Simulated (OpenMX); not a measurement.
Wanted: the native input for an OpenMX 3.8.5 run.

```
Task                     : single point
Functional               : PBE
Potentials or basis      : OpenMX 2013 PBE set, Cu6.0S-s2p2d1, O6.0-s2p2, grid cutoff 500 Ry
k mesh                   : 9 × 9 × 9
Occupations              : fermi-dirac, width 0.05 eV
Spin                     : collinear spin, random start
Starting moments         : [0.17, 0.0] μB
Hubbard terms            : Cu U = 5.3 eV
Hubbard projector        : dual
Start of the occupations : orbital polarisation
Hubbard shell            : Cu d
Mixing scheme            : rmm-diisk
SCF threshold            : 1e-07 Ha
Solver                   : band
Max SCF cycles           : 120
```

The system is CuO.

```
Cu O
1.0
     2.55255    0.00000    0.00000
     0.00000    2.55255    0.00000
     0.00000    0.00000    2.55255
Cu O
1 1
Direct
  0.00000 0.00000 0.00000
  0.50000 0.50000 0.50000
```

Measurements of this composition are mostly on another form, of space group No. 15.

The input as run:

CuO.dat

```
System.CurrrentDirectory             ./
System.Name                          CuO
DATA.PATH                            ./DFT_DATA13
level.of.stdout                      1
level.of.fileout                     0
Species.Number                       2
<Definition.of.Atomic.Species
  Cu  Cu6.0S-s2p2d1          Cu_PBE13S
  O   O6.0-s2p2              O_PBE13
Definition.of.Atomic.Species>

<Hubbard.U.values
  Cu  1s 0.0 2s 0.0 1p 0.0 2p 0.0 1d 5.3
  O   1s 0.0 2s 0.0 1p 0.0 2p 0.0
Hubbard.U.values>

Atoms.Number                         2
Atoms.SpeciesAndCoordinates.Unit     AU
<Atoms.SpeciesAndCoordinates
    1  Cu    0.0000000000    0.0000000000    0.0000000000   5.585  5.415  on
    2  O     2.4118107861    2.4118107861    2.4118107861   3.000  3.000  off
Atoms.SpeciesAndCoordinates>

Atoms.UnitVectors.Unit               AU
<Atoms.UnitVectors
     4.8236215721    0.0000000000    0.0000000000
     0.0000000000    4.8236215721    0.0000000000
     0.0000000000    0.0000000000    4.8236215721
Atoms.UnitVectors>

scf.XcType                           GGA-PBE
scf.SpinPolarization                 on
scf.Hubbard.U                        on
scf.Hubbard.Occupation               dual
scf.ElectronicTemperature            580.226
scf.energycutoff                     500.0
scf.maxIter                          120
scf.EigenvalueSolver                 band
scf.Kgrid                            9 9 9
scf.Mixing.Type                      rmm-diisk
scf.Init.Mixing.Weight               0.01
scf.Min.Mixing.Weight                0.001
scf.Max.Mixing.Weight                0.2
scf.Mixing.History                   40
scf.Mixing.StartPulay                15
scf.criterion                        1.0e-7
MD.Type                              nomd
```

Potentials or basis: OpenMX 2013 PBE set, Cu6.0S-s2p2d1, O6.0-s2p2, grid cutoff 500 Ry.

Command:

```sh
$ openmx CuO.dat -nt 1 > CuO.std
```

It gave:

```json
{
  "Band gap on the k mesh": "none (metal or under the smearing width)",
  "Net moment": "1.00 μB per cell",
  "Site moments": "Cu +0.21; O +0.79 μB",
  "Mulliken charges": "Cu +0.40; O -0.40 e"
}
```

Caveat: Mulliken charges move with the basis; U acts on the first radial function of the shell alone, so its value doesn't carry over to other programs; the basis of atomic orbitals isn't converged, which shifts pressures, moduli and gaps; a cell with one magnetic atom can't hold antiferromagnetic order, which such compounds often take.

It took 94 s on 1 thread of Arm Neoverse V2 (shared host), peak memory 0.68 GiB.
